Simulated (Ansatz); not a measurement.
# Sb: the cost of one run

Computed with Ansatz 0.2.0 (DFT PBE, scalar-relativistic, plane waves, PAW, unless a step names another level, unless a step's input says otherwise).

1 further run of the same task is left out (set aside as unsound or not needed).

### 1 The starting structure

Symmetry: R-3m, No. 166, trigonal system. Conventional cell: a = 4.374 Å, b = 4.374 Å, c = 11.540 Å, α = 90.00°, β = 90.00°, γ = 120.00°. Sb (site symmetry 3m) is surrounded by 3 Sb at 2.95 Å.

Coordinates:

```cif
data_structure
_symmetry_space_group_name_H-M 'R-3m:H'
_symmetry_Int_Tables_number 166
_cell_length_a 4.3744
_cell_length_b 4.3744
_cell_length_c 11.5400
_cell_angle_alpha 90.000
_cell_angle_beta 90.000
_cell_angle_gamma 120.000
_cell_volume 191.24
loop_
_atom_site_label
_atom_site_type_symbol
_atom_site_symmetry_multiplicity
_atom_site_Wyckoff_symbol
_atom_site_fract_x
_atom_site_fract_y
_atom_site_fract_z
_atom_site_occupancy
Sb1 Sb 6 c 0.33333 0.66667 0.89941 1
```

It is the end of an earlier relaxation with the same method, from a generated guess; it needn't be the stable form of this composition. At a tolerance of 0.05 Å it has space group R-3m (No. 166); it has 31.87 Å³/atom, an uncorrected energy of +0.00 eV/atom over the standard state.

### 2 Static run: bands, density of states and charges

input.yaml reads:

```yaml
crystal:
  lattice:
    - [2.1871933552, 1.2627766724, 3.8466624061]
    - [-2.1871933552, 1.2627766724, 3.8466624061]
    - [0.0, -2.5255533448, 3.8466624061]
  atoms:
    - { symbol: Sb, position: [0.2327421822, 0.2327421822, 0.2327421822] }
    - { symbol: Sb, position: [0.7672578178, 0.7672578178, 0.7672578178] }
basis:
  ecutwfc: 420
kpoints:
  mp_grid: { grid: [18, 18, 18] }
  band_path:
    path:
      - [[0.0, 0.0, 0.0], [0.5, 0.5, 0.5], [0.76148881, 0.23851119, 0.5]]
      - [[0.5, -0.23851119, 0.23851119], [0.5, 0.0, 0.0], [0.0, 0.0, 0.0], [0.3692556, -0.3692556, 0.0]]
      - [[0.6307444, 0.0, 0.3692556], [0.5, 0.0, 0.5], [0.0, 0.0, 0.0]]
    npoints: 14
hamiltonian:
  xc: pbe
scf:
  occupations: { method: gaussian, width: 0.1 }
  n_extra_bands: 6
output:
  forces: true
  stress: true
  eigenvalues: true
  populations: true
  dos: { projected: true, de: 0.02, nscf_kmesh: { grid: [22, 22, 22] } }
  bader: true
```

Launch:

```console
$ ansatz run input.yaml --threads 1 --pin off --max-ram 2560MiB --backend cpu --events-out ev --progress --plain --runs-dir out
```

Q: Estimate wall time and peak memory on 1 thread of Arm Neoverse V1, shared host.

About 2.1 min, with a peak of 1.1 GiB.
